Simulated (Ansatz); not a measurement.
AlRu:

```
Ru Al
1.0
     2.99160    0.00000    0.00000
     0.00000    2.99160    0.00000
     0.00000    0.00000    2.99160
Ru Al
1 1
Cartesian
  1.4958 1.4958 1.4958
  0.0000 0.0000 0.0000
```

Base run:

| Property | Result |
| --- | --- |
| Program | Ansatz 0.2.0 |
| Functional | BLYP |
| Potentials or basis | Ansatz PAW |
| Cutoff | 420 eV (not typed: the program's choice for these potentials) |
| k mesh | 9 × 9 × 9 |
| Occupations | fermi-dirac, width 0.05 eV |
| Spin | no spin polarisation |

Its results: band gap on the k mesh none (metal or under the smearing width); pressure 9.1 GPa.

The run is repeated on the same cell with these changes: functional from BLYP to r2SCAN; cutoff from 420 eV (not typed: the program's choice for these potentials) to 500 eV (not typed: the program's choice for these potentials). What comes out?

Band gap on the k mesh none (metal or under the smearing width); pressure -2.0 GPa.

Caveats: the PAW data sets come from PBE, with cores solved anew for the run's functional, which leaves a small shift of forces and pressure.
